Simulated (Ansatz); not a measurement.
Al2Cu (Khatyrkite):

```
CELL_PARAMETERS angstrom
-3.03350 3.03350 2.43850
3.03350 -3.03350 2.43850
3.03350 3.03350 -2.43850
ATOMIC_POSITIONS crystal
Cu 0.25000 0.25000 0.00000
Cu 0.75000 0.75000 0.00000
Al 0.34190 0.15810 0.50000
Al 0.84190 0.34190 0.18380
Al 0.65810 0.84190 0.50000
Al 0.15810 0.65810 0.81620
```

Base run:

* Program: Ansatz 0.2.0
* Functional: LDA
* Potentials or basis: Ansatz PAW
* Cutoff: 420 eV
* Density cutoff: 1680 eV
* k mesh: 7 × 7 × 7
* Occupations: fermi-dirac, width 0.05 eV
* Spin: no spin polarisation

Its results: band gap on the k mesh none (metal or under the smearing width); pressure -6.4 GPa.

**Question.** After a change of settings the same cell gave: band gap on the k mesh none (metal or under the smearing width); pressure -0.3 GPa. Which change was it?
A. functional from LDA to PBE
B. functional from LDA to BLYP
C. functional from LDA to RPBE
D. functional from LDA to revPBE

**Answer.** A.

PBE binds less tightly than LDA, so the same cell stands under more pressure.

Caveats: the PAW data sets come from PBE, with cores solved anew for the run's functional, which leaves a small shift of forces and pressure (some runs).

Not every run made on this cell is shown here.
